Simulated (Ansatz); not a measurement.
The system is Au.

```
CELL_PARAMETERS angstrom
2.90000 0.00000 0.00000
-1.45000 2.51147 0.00000
0.00000 0.00000 4.88000
ATOMIC_POSITIONS crystal
Au 0.66667 0.33333 0.25000
Au 0.33333 0.66667 0.75000
```

This isn't the form of Au at room conditions, which is fcc.

```yaml
Program: Ansatz 0.2.0
Task: relaxation of cell and atoms
Functional: HSEsol
Potentials_or_basis: Ansatz PAW
Cutoff: "420 eV (not typed: the program's choice for these potentials)"
k_mesh: 6 × 6 × 3
Occupations: fermi-dirac, width 0.05 eV
Spin: no spin polarisation
```

At the start: volume 17.77 Å³/atom.

Question: Where does the relaxation end?

Answer: It ends after 6 steps and the volume is 17.08 Å³/atom (-3.9 %); space group P6_3/mmc (No. 194, to 0.05 Å).

Step by step:
| step | energy change (eV) | largest force (eV/Å) | volume (Å³) |
| --- | --- | --- | --- |
| 1 | 0.0000 | 0.0000 | 35.54 |
| 2 | -0.0134 | 0.0000 | 32.34 |
| 3 | -0.0617 | 0.0000 | 34.39 |
| 4 | -0.0672 | 0.0000 | 34.24 |
| 5 | -0.0674 | 0.0000 | 34.16 |
| 6 | -0.0661 | 0.0000 | 34.16 |

Final structure:
```cif
data_structure
_symmetry_space_group_name_H-M 'P 1'
_symmetry_Int_Tables_number 1
_cell_length_a 2.7974
_cell_length_b 2.7974
_cell_length_c 5.0414
_cell_angle_alpha 90.000
_cell_angle_beta 90.000
_cell_angle_gamma 120.000
_cell_volume 34.16
loop_
_atom_site_label
_atom_site_type_symbol
_atom_site_fract_x
_atom_site_fract_y
_atom_site_fract_z
_atom_site_occupancy
Au1 Au 0.66667 0.33333 0.25000 1
Au2 Au 0.33333 0.66667 0.75000 1
```

Caveat: the k mesh is coarse (spacing up to 0.43 Å⁻¹), so the values aren't converged, least of all with exact exchange; the plane-wave basis is chosen anew once the cell has moved, so the energies of steps on either side of that aren't comparable; the PAW data sets come from PBE, with cores solved anew for the run's functional, which leaves a small shift of forces and pressure.
